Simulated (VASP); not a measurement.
Hf:

```
Hf
1.0
     0.00000    2.06087    2.06087
     2.06087    0.00000    2.06087
     2.06087    2.06087    0.00000
Hf
1
Direct
  0.00000 0.00000 0.00000
```

This isn't the form of Hf at room conditions, which is hcp.

The cell isn't the ideal one: volume scaled by 0.8.

| Item | Value |
| --- | --- |
| Program | VASP 6.6.1 |
| Task | relaxation of cell and atoms |
| Functional | SCAN |
| Potentials or basis | VASP PAW PBE potentials, release 64 (Hf_sv_GW) |
| Cutoff | 630 eV |
| k mesh | 10 × 10 × 10 |
| Occupations | fermi-dirac, width 0.02 eV |
| Spin | no spin polarisation |
| Hubbard terms | Hf d U = 2 eV |

At the start: pressure 41.7 GPa; volume 17.51 Å³/atom.

Q: How do energy, volume and symmetry change on relaxing?

A: Over 21 steps the energy falls by 555.9 meV/atom and the volume is 22.76 Å³/atom (+30.0 %); space group Fm-3m (No. 225, to 0.05 Å).

Step by step:
```
step  energy change (eV)  largest force (eV/Å)  pressure (GPa)  volume (Å³)
   1              0.0000                0.0000           41.68        17.51
   2              0.1844                0.0000          -20.72        31.76
   3             -0.5543                0.0000           -1.41        23.09
   4             -0.5558                0.0000           -0.33        22.83
   5             -0.5559                0.0000            0.14        22.71
   6             -0.5559                0.0000            0.15        22.71
   7             -0.5559                0.0000            0.16        22.71
   8             -0.5559                0.0000            0.14        22.71
   9             -0.5559                0.0000            0.14        22.71
  10             -0.5559                0.0000            0.14        22.71
  11             -0.5559                0.0000            0.14        22.71
  12             -0.5559                0.0000            0.14        22.71
  13             -0.5559                0.0000            0.14        22.71
  14             -0.5559                0.0000            0.14        22.71
  15             -0.5559                0.0000            0.15        22.71
  16             -0.5559                0.0000            0.16        22.71
  17             -0.5559                0.0000            0.17        22.72
  18             -0.5559                0.0000            0.16        22.72
  19             -0.5559                0.0000            0.09        22.72
  20             -0.5559                0.0000            0.15        22.73
  21             -0.5559                0.0000           -0.05        22.76
```

Final structure:
```
Hf
1.0
     0.00000    2.24920    2.24920
     2.24920    0.00000    2.24920
     2.24920    2.24920    0.00000
Hf
1
Direct
  0.00000 0.00000 0.00000
```

Caveat: the PAW data sets were made with another functional, which shifts forces and pressure a little; U without spin polarisation on a metal has little footing; the U is typed as a test and isn't derived for this compound.
